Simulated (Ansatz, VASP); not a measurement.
**NiSb: VASP beside Ansatz**

```
Ni Sb
1.0
     3.91594    0.00000    0.00000
    -1.95797    3.39130    0.00000
     0.00000    0.00000    5.07030
Ni Sb
2 2
Direct
  0.00000 0.00000 0.00000
  0.00000 0.00000 0.50000
  0.33333 0.66667 0.25000
  0.66667 0.33333 0.75000
```

Alike in both runs: functional PBEsol; k mesh 12 × 12 × 8; occupations gaussian, width 0.1 eV; no spin polarisation.

Ansatz relaxed the structure, and its values are those at the end. VASP's run is a single point on that final structure, the one shown.

```csv
,VASP,Ansatz
version,VASP 6.6.1,Ansatz 0.2.0
potentials or method,"VASP PAW PBE potentials, release 64 (Ni, Sb)","scalar-relativistic, plane waves, PAW"
plane-wave cutoff (eV),520,420
valence electrons in the cell,30,66
```

|  | VASP | Ansatz | Ansatz less VASP |
| --- | --- | --- | --- |
| gap on the k mesh at the Fermi level (eV) | none | none | - |
| pressure (GPa) | 0.1 | 0.0 | -0.06 |

A gap of «none» marks a metal or a gap that the smearing closes. The functional is the same, so the differences come from potentials, cutoffs and numerics. The two sets of potentials don't hold the same shells in valence.

Caveats: the PAW data sets were made with another functional, which shifts forces and pressure a little (VASP). Spin-orbit coupling is left out, which matters for the levels of Sb. Spin polarisation is off, so any magnetic state and its effect on volume and gap are missing.
